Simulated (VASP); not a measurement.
# Be: convergence, relaxation of the atoms

Be, P1 (no. 1), 6 atoms in the cell. LDA, relaxation of the atoms; PAW potentials Be (LDA set). VASP 6.6.1.

Wanted: energy within 1 meV/atom; two shortest distances of each atom within 0.01 Å.

POSCAR:
```
Be
1.0
    2.2853000000      0.0000000000      0.0000000000
   -1.1426500000      1.9791278600      0.0000000000
    0.0000000000      0.0000000000     10.7526000000
Be
6
Direct
    0.6918280000      0.3491820000      0.2511480000
    0.6433100000      0.3521130000      0.5852280000
    0.6608630000      0.3407630000      0.9180350000
    0.3430520000      0.6547480000      0.0858750000
    0.3084590000      0.6480500000      0.4125790000
    0.3524870000      0.6551440000      0.7471350000
```

The series start from Force threshold EDIFFG (eV/Å): -0.02; Electronic threshold EDIFF (eV): 1e-6; Relaxation method: conjugate gradient, POTIM 0.5; Mixing and least electronic steps: default. Each series keeps the choices made before it, and each single choice may use up half of a tolerance.

## Force threshold EDIFFG (eV/Å)

| Force threshold EDIFFG (eV/Å) | Energy less reference (meV/atom) | Two shortest distances of each atom, largest deviation (Å) | SCF iterations | Time (s) |
|---|---|---|---|---|
| -0.1 | 0.3 | 0.017 | 35 | 15 |
| -0.05 | 0.2 | 0.012 | 40 | 17 |
| -0.03 | 0.0 | 0.006 | 49 | 23 |
| -0.02 | 0.0 | 0.004 | 54 | 23 |
| -0.01 | 0.0 | 0.002 | 58 | 25 |
| -0.005 | 0.0 | 0.001 | 66 | 28 |
| -0.002 (reference) | 0.0 | 0.000 | 71 | 30 |

Chosen: -0.02, the loosest value from which every tighter one stays within half of the tolerance.

## Electronic threshold EDIFF (eV)

| Electronic threshold EDIFF (eV) | Energy less reference (meV/atom) | Two shortest distances of each atom, largest deviation (Å) | SCF iterations | Time (s) |
|---|---|---|---|---|
| 0.001 | 0.0 | 0.002 | 40 | 19 |
| 0.0001 | 0.0 | 0.001 | 40 | 18 |
| 1e-5 | 0.0 | 0.000 | 47 | 18 |
| 1e-6 | 0.0 | 0.000 | 54 | 23 |
| 1e-7 (reference) | 0.0 | 0.000 | 62 | 24 |

Chosen: 0.001.

## Relaxation method

| Relaxation method | Energy less reference (meV/atom) | Two shortest distances of each atom, largest deviation (Å) | SCF iterations | Time (s) |
|---|---|---|---|---|
| conjugate gradient, POTIM 0.5 | 0.0 | 0.000 | 40 | 19 |
| conjugate gradient, POTIM 0.2 | 0.0 | 0.001 | 44 | 20 |
| conjugate gradient, POTIM 1.0 | 0.0 | 0.002 | 36 | 18 |
| quasi-Newton, POTIM 0.5 | 0.0 | 0.002 | 27 | 13 |
| quasi-Newton, POTIM 0.3, 10 steps kept | 0.0 | 0.002 | 40 | 19 |
| quasi-Newton, POTIM 0.5, at least 5 electronic steps | 0.0 | 0.002 | 44 | 16 |
| damped dynamics, POTIM 0.2, SMASS 0.4 | 0.0 | 0.000 | 52 | 26 |
| damped dynamics, POTIM 0.4, SMASS 0.8 | 0.0 | 0.001 | 33 | 16 |
| velocity quench, POTIM 0.1 | 0.1 | 0.002 | 28 | 13 |

Chosen: quasi-Newton, POTIM 0.5, which stays within half of the tolerance.

## Mixing and least electronic steps

| Mixing and least electronic steps | Energy less reference (meV/atom) | Two shortest distances of each atom, largest deviation (Å) | SCF iterations | Time (s) |
|---|---|---|---|---|
| default | 0.0 | 0.000 | 27 | 13 |
| MAXMIX 40 | 0.0 | 0.002 | 25 | 12 |
| NELMIN 4 | 0.0 | 0.002 | 37 | 14 |
| NELMIN 4, MAXMIX 40 | 0.0 | 0.002 | 37 | 14 |
| ALGO Fast | 0.0 | 0.001 | 27 | 12 |

Chosen: default; no other choice that stays within half of the tolerance saves 30 % of the time.

## All choices together

| Input | Energy less reference (meV/atom) | Two shortest distances of each atom, largest deviation (Å) | Time (s) |
|---|---|---|---|
| program defaults (naive) | 0.1 | 0.008 | 16 |
| chosen settings | 0.0 | 0.005 | 13 |
| reference settings throughout | 0.0 | 0.000 | 33 |

The tolerance is met.

## The input

INCAR:
```
SYSTEM = Be
PREC = Normal ; ENCUT = 300
EDIFF = 0.001 ; ISMEAR = 1
SIGMA = 0.1 ; LREAL = .False.
LASPH = .True. ; NELM = 100
ALGO = Normal ; LWAVE = .False.
LCHARG = .False. ; GGA = CA
IBRION = 1 ; NSW = 150
ISIF = 2 ; EDIFFG = -0.02
POTIM = 0.5 ; KPAR = 4
```

KPOINTS:
```
k-points
0
Gamma
  11 11 2
```

Commands:
```
cat potpaw_LDA.64/Be/POTCAR > POTCAR
mpirun -np 4 vasp_std > vasp.out
```

The naive input happens to agree within the tolerance here, in 16 s.

Limits: the start was distorted on purpose (atoms moved at random), so the space group given is the start's and not the crystal's.

The chosen input took VASP 6.6.1 13 s on 4 cores (Intel Xeon Platinum 8488C (Sapphire Rapids)), a shared host.

## An input that fails: ionic step far too long

It stopped.

Changes against the starting input:
```
- NELM = 100
- IBRION = 2
- NSW = 150
- POTIM = 0.5
+ NELM = 60
+ IBRION = 3
+ NSW = 30
+ POTIM = 5.0
+ SMASS = 0.4
```
